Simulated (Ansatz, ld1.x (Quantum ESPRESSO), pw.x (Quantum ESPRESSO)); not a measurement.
## Equation-of-state test of one RRKJ potential (Ca (Z = 20))

calcium, norm-conserving RRKJ (Kleinman–Bylander form), made with ld1.x (Quantum ESPRESSO) 7.5 (PBE, scalar-relativistic). Core [Ar], reference 3d0 4s1 4p0 (charge +1). Waves: 4p (bound, empty): rc 3.25 bohr; 3d (bound, empty): rc 2.70 bohr; 4s (bound): rc 3.10 bohr. Local part: the s channel. Core correction: Bessel-smoothed model core, default radius (core density twice the valence density).

Atomic tests: cutoffs needed: 6 Ry and 10 Ry (the cutoffs (Ry, on a coarse ladder) from which the occupation-weighted sum of valence levels, in a spherical-Bessel basis at the reference potential, stays within 10 and 1 mRy of its value at 400 Ry) The cutoffs count occupied waves only; the empty 3d level needs 18 Ry at the loose tolerance.; ghost test: no extra level below or beside the all-electron valence levels (p, d, s, f tested) (spherical-Bessel basis up to 400 Ry, 20 bohr box); largest excitation error: -58 meV (all-electron minus pseudo) for 3d1 4s0 4p0, out of 7 test configurations.

Crystal test: bcc Ca in pw.x 7.5, no spin, 11³ k-points, Fermi–Dirac smearing 0.01 Ry, cutoffs 50/200 Ry. The reference is all-electron LAPW (Ansatz 0.2.0) with the same functional, mesh and smearing; V0 and B0 come from Birch–Murnaghan fits to the pressures at five volumes. Errors are pseudo minus all-electron; Δ is the rms difference of the E(V) curves that follow from these fits, minima aligned, over ±6 % about the mean V0. Mesh and smearing are coarse, so the numbers serve the comparison and aren't converged zero-temperature values; the lattice is a test structure that the element need not adopt.

All-electron: a0 = 4.386 Å (V0 = 42.19 Å³/atom), B0 = 17.2 GPa.

Q: How far does the potential miss the all-electron equation of state?

A: mean pressure error (GPa): +0.27; a0 (Å): 4.407; a0 error (%): +0.48; B0 error (%): +4.3; Δ (meV/atom): 2.4. This is a poor potential for the solid.

| V (Å³/atom) | P all-electron (GPa) | P pseudo (GPa) |
| --- | --- | --- |
| 40.073 | 0.96 | 1.32 |
| 41.127 | 0.46 | 0.77 |
| 42.182 | 0.00 | 0.27 |
| 43.237 | -0.40 | -0.18 |
| 44.291 | -0.77 | -0.58 |

Q: At the middle volume, how do free energy and pressure move when the wave cutoff is lowered (ecutrho kept at four times it)?

A:

```
cutoff (Ry)  shift of F (meV/atom)  shift of P (GPa)
         22                   +2.3             -0.09
         30                   +0.3             -0.01
         40                   +0.0             +0.00
```

The run at the middle volume (56 k-points, 7 iterations) took about 10 s on one core of a shared host (Neoverse-V1, 32 threads, 247 GiB, load 28).
